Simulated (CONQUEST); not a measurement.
In under changes of volume

One of the cells (26.144 Å³/atom); the others are scaled copies at fixed shape and fractional positions:

```
CELL_PARAMETERS angstrom
3.25094 0.00000 0.00000
0.00000 3.25094 0.00000
0.00000 0.00000 4.94740
ATOMIC_POSITIONS crystal
In 0.00000 0.00000 0.00000
In 0.50000 0.50000 0.50000
```

* Program: CONQUEST 1.3
* Functional: PBE
* Potentials or basis: PseudoDojo NC PBE, DZP, grid of 32 × 32 × 48 points
* k mesh: 8 × 8 × 6
* Occupations: fermi-dirac, width 0.05 eV
* Spin: no spin polarisation

```tsv
volume (Å³/atom)	energy over the lowest point (meV/atom)	pressure (GPa)
24.575	56.57	6.0
25.098	39.44	4.6
25.621	26.18	3.7
26.144	15.07	2.9
26.666	?	?
27.189	2.79	1.4
27.712	0.00	0.5
```

Task: What does the run at 26.666 Å³/atom give?

Result: Energy over the lowest point 7.82 meV/atom; pressure 1.8 GPa.

Worked out: A Birch-Murnaghan fit of order 3 (a polynomial in V^(-2/3)) to the other rows has its minimum at 28.05 Å³/atom, just outside them, with B0 = V·E''(V) = 35 GPa and B' = 3.2 at fixed shape and positions, which overstates the stiffness. It gives 7.68 meV/atom at 26.666 Å³/atom, against the run's 7.82, and -dE/dV = 1.9 GPa, against 1.8.

Energies are extrapolated to zero smearing.

Caveats: the basis of atomic orbitals isn't converged, which shifts pressures, moduli and gaps.
